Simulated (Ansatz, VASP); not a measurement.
# C in VASP and in Ansatz

Contents of INCAR:

```
PREC = Accurate
ENCUT = 600
EDIFF = 1E-6
ISMEAR = 0
SIGMA = 0.1
LREAL = F
LASPH = T
NELM = 80
ALGO = Normal
ISIF = 3
LWAVE = F
LCHARG = F
GGA = PE
IBRION = 2
NSW = 90
EDIFFG = -0.04
```

File KPOINTS:

```
regular mesh
0
Gamma
  8 8 8
```

Contents of POSCAR:

```
C
1.0
   -2.1118723600      2.1118723600      1.2674977700
    2.1118723600     -2.1118723600      1.2674977700
    2.1118723600      2.1118723600     -1.2674977700
C
4
Direct
    0.6804985700      0.6804985700      0.3609971300
    0.3195014300      0.3195014300      0.6390028700
    0.3195014300      0.6804985700      0.0000000000
    0.6804985700      0.3195014300      0.0000000000
```

Input for Ansatz:

```yaml
crystal:
  lattice:
    - [-2.11187236, 2.11187236, 1.26749777]
    - [2.11187236, -2.11187236, 1.26749777]
    - [2.11187236, 2.11187236, -1.26749777]
  atoms:
    - { symbol: C, position: [0.68049857, 0.68049857, 0.36099713] }
    - { symbol: C, position: [0.31950143, 0.31950143, 0.63900287] }
    - { symbol: C, position: [0.31950143, 0.68049857, 0.0] }
    - { symbol: C, position: [0.68049857, 0.31950143, 0.0] }
basis:
  ecutwfc: 420
kpoints:
  mp_grid: { grid: [8, 8, 8] }
hamiltonian:
  xc: pbe
scf:
  occupations: { method: gaussian, width: 0.1 }
  lower_state_search: "off"
output:
  forces: true
  stress: true
  eigenvalues: true
relax:
  adjacent_minimum: "off"
  f_tol: 0.04
  max_steps: 70
  cell: { stress_tol: 0.4 }
```

Alike in both runs: task relaxation of cell and atoms; functional PBE; k mesh 8 × 8 × 8; occupations gaussian, width 0.1 eV; no spin polarisation.

|  | VASP | Ansatz |
| --- | --- | --- |
| version | VASP 6.6.1 | Ansatz 0.2.0 |
| potentials or method | VASP PAW PBE potentials, release 64 (C) | scalar-relativistic, plane waves, PAW |
| plane-wave cutoff (eV) | 600 | 420 |
| valence electrons in the cell | 16 | 16 |

```tsv
	VASP	Ansatz	Ansatz less VASP
gap on the k mesh at the Fermi level, each at its own relaxed structure (eV)	2.53	2.55	+0.018
relaxed volume (Å³/atom)	6.02	6.02	-0.002
relaxed cell length with the largest relative difference (Å)	3.341	3.341	-0.0002
energy change over the relaxation (meV/atom)	-57	-57	+0.4
```
